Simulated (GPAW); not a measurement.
# Sn (Fd-3m) in GPAW: settings compared

Aim: see how the results for Sn move with the level of theory and the settings. Levels: revPBE, PBE, RPBE+D3. Tasks: gruneisen, equation of state.

Program: GPAW 26.7.0. These are calculated values, not measurements. Logs are shortened: lines on timing, memory, paths and dates and some standing lists are left out, and cuts for length are marked. The log counts tension as positive stress, the text compression.

**1. Starting point**

Symmetry: Fd-3m, No. 227, cubic system. The conventional cell has a = 6.467 Å, b = 6.467 Å, c = 6.467 Å, α = 90.00°, β = 90.00°, γ = 90.00°. Sn (site symmetry -43m) is surrounded by 4 Sn at 2.80 Å.

This isn't the form of Sn at room conditions, which is tetragonal (white tin).

**2. Gruneisen, revPBE**

The input, run.py:

```python
import json
import numpy as np
from ase import Atoms
from ase.constraints import FixSymmetry
from ase.filters import FrechetCellFilter
from ase.io import read, write
from ase.optimize import BFGS
from phonopy import Phonopy
from phonopy.structure.atoms import PhonopyAtoms
from gpaw import GPAW, PW

atoms = read('Sn.xyz')

calc = GPAW(mode=PW(600),
            xc='revPBE',
            kpts={'size': (7, 7, 7), 'gamma': True},
            occupations={'name': 'fermi-dirac', 'width': 0.05},
            nbands=24,
            convergence={'density': 1e-06, 'eigenstates': 1e-09},
            maxiter=150,
            txt='gpaw.txt')
atoms.calc = calc
atoms.set_constraint(FixSymmetry(atoms))
BFGS(FrechetCellFilter(atoms), trajectory='relax.traj', logfile='-').run(fmax=0.005, steps=40)
atoms.set_constraint()
energy = atoms.get_potential_energy()
forces = atoms.get_forces()
stress = atoms.get_stress()
calc.write('gs.gpw')
write('result.traj', atoms)
print('Cell:', atoms.cell.cellpar().round(4))
print(atoms.get_scaled_positions().round(5))

def force_constants(scale):
    unit = PhonopyAtoms(symbols=atoms.get_chemical_symbols(), cell=atoms.cell[:] * scale**(1 / 3),
                        scaled_positions=atoms.get_scaled_positions())
    ph = Phonopy(unit, supercell_matrix=np.diag([1, 1, 1]), primitive_matrix=np.eye(3), symprec=1e-4)
    ph.generate_displacements(distance=0.01)
    forces = []
    for i, sc in enumerate(ph.supercells_with_displacements):
        a = Atoms(sc.symbols, cell=sc.cell, scaled_positions=sc.scaled_positions, pbc=True)
        c = GPAW(mode=PW(510),
                 xc='revPBE',
                 kpts={'size': (7, 7, 7), 'gamma': True},
                 occupations={'name': 'fermi-dirac', 'width': 0.05},
                 nbands=24,
                 convergence={'density': 1e-06, 'eigenstates': 1e-09},
                 maxiter=150,
                 txt=f'disp-{scale:.3f}-{i:02d}.txt')
        a.calc = c
        f = a.get_forces()
        forces.append(f - f.mean(axis=0))
        print(f'displacement {i}: drift', f.mean(axis=0).round(5), flush=True)
    ph.forces = forces
    ph.produce_force_constants()
    ph.symmetrize_force_constants()
    return ph

qpoints = [[0.0, 0.0, 0.0]]
results = {}
for scale in [0.99, 1.0, 1.01]:
    ph = force_constants(scale)
    ph.run_qpoints(qpoints)
    nu = ph.qpoints.frequencies * 33.35641  # THz to cm^-1
    results[f'{scale:.3f}'] = nu.tolist()
    for qp, f in zip(qpoints, nu):
        print(scale, np.round(qp, 4), f.round(2))

lo, mid, hi = (np.array(results[x]) for x in ('0.990', '1.000', '1.010'))
gamma = np.where(abs(mid) > 5, -(hi - lo) / (np.log(1.01 / 0.99) * np.where(abs(mid) > 5, mid, 1)), 0)
results['gamma'] = gamma.tolist()
print('Mode Grueneisen parameters:')
print(gamma.round(3))
json.dump(results, open('phonons.json', 'w'))
```

The input, Sn.xyz:

```xyz
2
Lattice="0.0000000000 3.2333428000 3.2333428000 3.2333428000 0.0000000000 3.2333428000 3.2333428000 3.2333428000 0.0000000000" Properties=species:S:1:pos:R:3 pbc="T T T"
Sn     4.8500142000      4.8500142000      4.8500142000
Sn     3.2333428000      3.2333428000      3.2333428000
```

Potentials or basis: the program's PAW data sets (release 1.2.1) made for this functional, pw.

Command:

```sh
$ OMP_NUM_THREADS=1 python run.py
```

gpaw.txt:

```text
__  _  _
 | _ |_)|_||  |
 |__||  | ||/\| - 26.7.0

Input parameters:
  mode=PW(ecut=600.0),
  convergence={'density': 1e-06, 'eigenstates': 1e-09},
  kpts=MonkhorstPack(size=(7, 7, 7), gamma=True),
  maxiter=150,
  nbands=24,
  occupations=Occupations(name='fermi-dirac', width=0.05),
  xc=XC(name='revPBE')

Diagonalizing LCAO Hamiltonian
Converting LCAO to pw mode

            Sn

       Sn

Atoms  # Å, Bohr magnetons
|   | symbol |        x |        y |        z |    initial magnetic moments |
|---|--------|----------|----------|----------|-----------------------------|
| 0 |     Sn | 4.850014 | 4.850014 | 4.850014 | ( 0.0000,  0.0000,  0.0000) |
| 1 |     Sn | 3.233343 | 3.233343 | 3.233343 | ( 0.0000,  0.0000,  0.0000) |

Unit cell  # Å
| periodic |        x |        y |        z |  lengths |    angles |
|----------|----------|----------|----------|----------|-----------|
|      yes | 0.000000 | 3.233343 | 3.233343 | 4.572637 | 60.000000 |
|      yes | 3.233343 | 0.000000 | 3.233343 | 4.572637 | 60.000000 |
|      yes | 3.233343 | 3.233343 | 0.000000 | 4.572637 | 60.000000 |

Number of symmetries: 24
Symmetry operations  # r_c * U_cc + t_c -> r_c
|    | kind |            matrix            |
|----|------|------------------------------|
|  0 |  E   |  1, 0, 0,  0, 1, 0,  0, 0, 1 |
|  1 |  σ   |  1, 0, 0,  0, 0, 1,  0, 1, 0 |
|  2 |  σ   |  1, 0,-1,  0, 1,-1,  0, 0,-1 |
|  3 |  C3  |  1, 0,-1,  0, 0,-1,  0, 1,-1 |
|  4 |  C3  |  1,-1, 0,  0,-1, 1,  0,-1, 0 |
|  5 |  σ   |  1,-1, 0,  0,-1, 0,  0,-1, 1 |
|  6 |  σ   |  0, 1, 0,  1, 0, 0,  0, 0, 1 |
|  7 |  C3  |  0, 1, 0,  0, 0, 1,  1, 0, 0 |
|  8 |  C2  |  0, 1,-1,  1, 0,-1,  0, 0,-1 |
|  9 |  S4  |  0, 1,-1,  0, 0,-1,  1, 0,-1 |
| 10 |  C3  |  0, 0, 1,  1, 0, 0,  0, 1, 0 |
| 11 |  σ   |  0, 0, 1,  0, 1, 0,  1, 0, 0 |
| 12 |  S4  |  0, 0,-1,  1, 0,-1,  0, 1,-1 |
| 13 |  C3  |  0, 0,-1,  0, 1,-1,  1, 0,-1 |
| 14 |  S4  |  0,-1, 1,  1,-1, 0,  0,-1, 0 |
| 15 |  C2  |  0,-1, 1,  0,-1, 0,  1,-1, 0 |
| 16 |  C3  |  0,-1, 0,  1,-1, 0,  0,-1, 1 |
| 17 |  S4  |  0,-1, 0,  0,-1, 1,  1,-1, 0 |
| 18 |  S4  | -1, 1, 0, -1, 0, 1, -1, 0, 0 |
| 19 |  C3  | -1, 1, 0, -1, 0, 0, -1, 0, 1 |
| 20 |  C3  | -1, 0, 1, -1, 1, 0, -1, 0, 0 |
| 21 |  S4  | -1, 0, 1, -1, 0, 0, -1, 1, 0 |
[... 185 lines left out ...]
            Sn

       Sn

Atoms  # Å, Bohr magnetons
|   | symbol |        x |        y |        z |    initial magnetic moments |
|---|--------|----------|----------|----------|-----------------------------|
| 0 |     Sn | 4.883433 | 4.883433 | 4.883433 | ( 0.0000,  0.0000,  0.0000) |
| 1 |     Sn | 3.255622 | 3.255622 | 3.255622 | ( 0.0000,  0.0000,  0.0000) |

Unit cell  # Å
| periodic |        x |        y |        z |  lengths |    angles |
|----------|----------|----------|----------|----------|-----------|
|      yes | 0.000000 | 3.255622 | 3.255622 | 4.604145 | 60.000000 |
|      yes | 3.255622 | 0.000000 | 3.255622 | 4.604145 | 60.000000 |
|      yes | 3.255622 | 3.255622 | 0.000000 | 4.604145 | 60.000000 |

Number of symmetries: 24
Symmetry operations  # r_c * U_cc + t_c -> r_c
|    | kind |            matrix            |
|----|------|------------------------------|
|  0 |  E   |  1, 0, 0,  0, 1, 0,  0, 0, 1 |
|  1 |  σ   |  1, 0, 0,  0, 0, 1,  0, 1, 0 |
|  2 |  σ   |  1, 0,-1,  0, 1,-1,  0, 0,-1 |
|  3 |  C3  |  1, 0,-1,  0, 0,-1,  0, 1,-1 |
|  4 |  C3  |  1,-1, 0,  0,-1, 1,  0,-1, 0 |
|  5 |  σ   |  1,-1, 0,  0,-1, 0,  0,-1, 1 |
|  6 |  σ   |  0, 1, 0,  1, 0, 0,  0, 0, 1 |
|  7 |  C3  |  0, 1, 0,  0, 0, 1,  1, 0, 0 |
|  8 |  C2  |  0, 1,-1,  1, 0,-1,  0, 0,-1 |
|  9 |  S4  |  0, 1,-1,  0, 0,-1,  1, 0,-1 |
| 10 |  C3  |  0, 0, 1,  1, 0, 0,  0, 1, 0 |
| 11 |  σ   |  0, 0, 1,  0, 1, 0,  1, 0, 0 |
| 12 |  S4  |  0, 0,-1,  1, 0,-1,  0, 1,-1 |
| 13 |  C3  |  0, 0,-1,  0, 1,-1,  1, 0,-1 |
| 14 |  S4  |  0,-1, 1,  1,-1, 0,  0,-1, 0 |
| 15 |  C2  |  0,-1, 1,  0,-1, 0,  1,-1, 0 |
| 16 |  C3  |  0,-1, 0,  1,-1, 0,  0,-1, 1 |
| 17 |  S4  |  0,-1, 0,  0,-1, 1,  1,-1, 0 |
| 18 |  S4  | -1, 1, 0, -1, 0, 1, -1, 0, 0 |
| 19 |  C3  | -1, 1, 0, -1, 0, 0, -1, 0, 1 |
| 20 |  C3  | -1, 0, 1, -1, 1, 0, -1, 0, 0 |
| 21 |  S4  | -1, 0, 1, -1, 0, 0, -1, 1, 0 |
[... 110 lines left out ...]
SCF iterations
|iter     | |      energy | eigst |  dens |
|---------|-|-------------|-------|-------|
|iter:   1| |   -7.510046 | -1.36 |       |
|iter:   2| |   -7.507120 | -3.41 | -2.09 |
|iter:   3| |   -7.491121 | -3.53 | -2.13 |
|iter:   4| |   -7.491068 | -4.40 | -2.83 |
|iter:   5| |   -7.491217c| -4.64 | -3.21 |
|iter:   6| |   -7.491211c| -6.62 | -4.17 |
|iter:   7| |   -7.491211c| -7.59 | -4.57 |
|iter:   8| |   -7.491211c| -9.22c| -5.50 |
|iter:   9| |   -7.491211c| -9.60c| -5.95 |
|iter:  10| |   -7.491211c|-10.21c| -6.62c|

Converged in 10 steps
Energy contributions relative to reference atoms: (reference = -336034.170368)

Energy contributions:
  Kinetic:          11.491010
  Coulomb:         -10.619431
  Zero:              0.018346
  External:          0.000000
  Xc:               -8.380262
  Entropy:          -0.001748
  Spinorbit:         0.000000
  ----------------------------
  Free energy:      -7.492085
  Extrapolated:     -7.491211

dipole moment: (4.461571, 4.461571, 4.461571)  # |e|*Ang

Fermi level: 4.940
Eigenvalues  # (at kpt = [0.000, 0.000, 0.000])
| band index |      eig [eV] | occ [0-2] |
|------------|---------------|-----------|
|          0 |       -16.740 |     2.000 |
|        ... |               |           |
|          4 |       -16.684 |     2.000 |
|          5 |       -16.382 |     2.000 |
|          6 |       -16.382 |     2.000 |
|          7 |       -16.382 |     2.000 |
|          8 |       -16.377 |     2.000 |
|          9 |       -16.377 |     2.000 |
[... 13 lines left out ...]
No gap
No difference between direct/indirect transitions

Stress tensor  # eV/Ang^3
|         x |         y |         z |
|-----------|-----------|-----------|
| -0.021744 | -0.000000 |  0.000000 |
| -0.000000 | -0.021744 | -0.000000 |
|  0.000000 | -0.000000 | -0.021744 |

Forces  # eV/Ang
|        x |        y |       z |
|----------|----------|---------|
|  0.00000 | -0.00000 | 0.00000 |  # Sn   0
| -0.00000 |  0.00000 | 0.00000 |  # Sn   1

Interpolating wave functions to new cell

            Sn

       Sn

Atoms  # Å, Bohr magnetons
|   | symbol |        x |        y |        z |    initial magnetic moments |
|---|--------|----------|----------|----------|-----------------------------|
| 0 |     Sn | 5.004128 | 5.004128 | 5.004128 | ( 0.0000,  0.0000,  0.0000) |
| 1 |     Sn | 3.336085 | 3.336085 | 3.336085 | ( 0.0000,  0.0000,  0.0000) |

Unit cell  # Å
| periodic |        x |         y |         z |  lengths |    angles |
|----------|----------|-----------|-----------|----------|-----------|
|      yes | 0.000000 |  3.336085 |  3.336085 | 4.717937 | 60.000000 |
|      yes | 3.336085 | -0.000000 |  3.336085 | 4.717937 | 60.000000 |
|      yes | 3.336085 |  3.336085 | -0.000000 | 4.717937 | 60.000000 |
[... 193 lines left out ...]
No gap
No difference between direct/indirect transitions

Stress tensor  # eV/Ang^3
|         x |         y |         z |
|-----------|-----------|-----------|
| -0.002495 |  0.000000 |  0.000000 |
|  0.000000 | -0.002495 |  0.000000 |
|  0.000000 |  0.000000 | -0.002495 |

Forces  # eV/Ang
|       x |        y |        z |
|---------|----------|----------|
| 0.00000 | -0.00000 |  0.00000 |  # Sn   0
| 0.00000 | -0.00000 | -0.00000 |  # Sn   1

Interpolating wave functions to new cell

            Sn

       Sn

Atoms  # Å, Bohr magnetons
|   | symbol |        x |        y |        z |    initial magnetic moments |
|---|--------|----------|----------|----------|-----------------------------|
| 0 |     Sn | 5.021369 | 5.021369 | 5.021369 | ( 0.0000,  0.0000,  0.0000) |
| 1 |     Sn | 3.347579 | 3.347579 | 3.347579 | ( 0.0000,  0.0000,  0.0000) |

Unit cell  # Å
| periodic |        x |         y |         z |  lengths |    angles |
|----------|----------|-----------|-----------|----------|-----------|
|      yes | 0.000000 |  3.347579 |  3.347579 | 4.734192 | 60.000000 |
|      yes | 3.347579 | -0.000000 |  3.347579 | 4.734192 | 60.000000 |
|      yes | 3.347579 |  3.347579 | -0.000000 | 4.734192 | 60.000000 |
[... 357 lines left out ...]
convergence criteria:
- Maximum integral of absolute [dens]ity change: 1e-06 electrons / valence electron
- Maximum integral of absolute [eigenst]ate change: 1e-09 eV^2 / valence electron
- Maximum [total energy] change in last 3 cyles: 0.0005 eV / valence electron
maximum number of iterations: 150

SCF iterations
|iter     | |      energy | eigst |  dens |
|---------|-|-------------|-------|-------|
|iter:   1| |   -7.552328 | -3.65 |       |
|iter:   2| |   -7.552314 | -5.61 | -3.25 |
|iter:   3| |   -7.552238c| -5.81 | -3.28 |
|iter:   4| |   -7.552237c| -6.68 | -3.99 |
|iter:   5| |   -7.552236c| -6.93 | -4.36 |
|iter:   6| |   -7.552236c| -8.90 | -5.29 |
|iter:   7| |   -7.552236c| -9.92c| -5.72 |
|iter:   8| |   -7.552236c|-10.76c| -6.60c|

Converged in 8 steps
Energy contributions relative to reference atoms: (reference = -336034.170368)

Energy contributions:
  Kinetic:           6.488838
  Coulomb:          -6.781444
  Zero:              0.018644
  External:          0.000000
  Xc:               -7.276627
  Entropy:          -0.003293
  Spinorbit:         0.000000
  ----------------------------
  Free energy:      -7.553883
  Extrapolated:     -7.552236

dipole moment: (4.349983, 4.349983, 4.349983)  # |e|*Ang

Fermi level: 4.049
Eigenvalues  # (at kpt = [0.000, 0.000, 0.000])
| band index |      eig [eV] | occ [0-2] |
|------------|---------------|-----------|
|          0 |       -17.389 |     2.000 |
|        ... |               |           |
|          4 |       -17.343 |     2.000 |
|          5 |       -17.104 |     2.000 |
|          6 |       -17.104 |     2.000 |
|          7 |       -17.103 |     2.000 |
|          8 |       -17.103 |     2.000 |
|          9 |       -17.103 |     2.000 |
[... 16 lines left out ...]
Stress tensor  # eV/Ang^3
|         x |         y |         z |
|-----------|-----------|-----------|
| -0.000005 | -0.000000 | -0.000000 |
| -0.000000 | -0.000005 | -0.000000 |
| -0.000000 | -0.000000 | -0.000005 |

Forces  # eV/Ang
|        x |        y |        z |
|----------|----------|----------|
| -0.00000 | -0.00000 | -0.00000 |  # Sn   0
| -0.00000 | -0.00000 |  0.00000 |  # Sn   1

# Writing to gs.gpw (mode='')
```

It took 4.9 min on 1 thread of Intel Xeon Platinum 8375C at 2.90GHz (Ice Lake), shared host; peak memory 0.47 GiB.

What came out:

```yaml
Free_energy: -7.5539 eV
Relaxed_volume: 37.57 Å³/atom
Relaxed_cell: a = 4.736 Å, b = 4.736 Å, c = 4.736 Å, α = 60.00°, β = 60.00°, γ = 60.00°
Space_group_after_relaxing_to_0.05_Å: Fd-3m (No. 227)
Pressure_after_relaxing: 0.0 GPa
Band_gap_on_the_k_mesh: none (metal or under the smearing width)
Highest_phonon_frequency_at_Γ: 166 cm⁻¹
```

Final structure:
```
CELL_PARAMETERS angstrom
0.00000 3.34918 3.34918
3.34918 0.00000 3.34918
3.34918 3.34918 0.00000
ATOMIC_POSITIONS crystal
Sn 0.75000 0.75000 0.75000
Sn 0.50000 0.50000 0.50000
```

Levels at points of the mesh, in eV from the Fermi level:
| k point | band 12 | band 13 | band 14 | band 15 | band 16 | band 17 |
| --- | --- | --- | --- | --- | --- | --- |
| (0.00, 0.00, 0.00) | -1.09 | 0.18 | 0.18 | 0.18 | 2.24 | 2.24 |

Phonon frequencies in cm⁻¹ (negative: imaginary):
```
              q point        frequencies
(0.000, 0.000, 0.000)  0 0 0 166 166 166
```

Mode Grüneisen parameters of phonons at Γ, in order of frequency: 2.21, 2.21, 2.21

Caveat: the cutoff is short for stress and forces, so pressures can be off by a GPa or more; the density grid can change from cell to cell, which puts small steps into energies and stress.

**3. Equation of state, PBE**

The input, run.py:

```python
from ase.eos import EquationOfState
from ase.io import Trajectory, read
from ase.units import GPa
from gpaw import GPAW

atoms = read('Sn.xyz')

traj = Trajectory('eos.traj', 'w')
volumes, energies = [], []
for x in [0.94, 0.96, 0.98, 1.0, 1.02, 1.04, 1.06]:
    a = atoms.copy()
    a.set_cell(atoms.cell * x**(1 / 3), scale_atoms=True)
    calc = GPAW(mode='fd',
                h=0.16,
                xc='PBE',
                kpts={'size': (6, 6, 6), 'gamma': True},
                occupations={'name': 'fermi-dirac', 'width': 0.05},
                nbands=24,
                convergence={'density': 1e-05, 'energy': 1e-05},
                maxiter=150,
                txt=f'eos-{x:.2f}.txt')
    a.calc = calc
    energies.append(a.get_potential_energy(force_consistent=True))
    volumes.append(a.get_volume())
    calc.write(f'eos-{x:.2f}.gpw')
    traj.write(a)
    print(f'{x:.2f} {volumes[-1]:10.4f} A^3 {energies[-1]:14.6f} eV', flush=True)

v0, e0, B = EquationOfState(volumes, energies, eos='birchmurnaghan').fit()
print(f'V0 = {v0:.4f} A^3, E0 = {e0:.6f} eV, B0 = {B / GPa:.2f} GPa')
```

Sn.xyz is that of step 2.

Potentials or basis: GPAW PAW data sets (gpaw-data 1.2.1), fd.

Command:

```sh
$ OMP_NUM_THREADS=1 python run.py
```

Wall time 4.6 min (1 thread of AMD EPYC 7B13 (Zen 3), shared host); peak memory 0.78 GiB.

It converged, with:

```
Equilibrium volume : 36.82 Å³/atom (rough: see the caveat)
Bulk modulus       : 37 GPa (rough)
```

Energy against volume, from the lowest point:
```csv
volume (Å³/atom),energy (meV/atom)
31.775,101.40
32.451,72.37
33.127,48.83
33.803,30.23
34.479,16.23
35.155,6.33
35.831,0.00
```

Caveat: the minimum lies outside the volumes run.

[end of part 1 of 2]
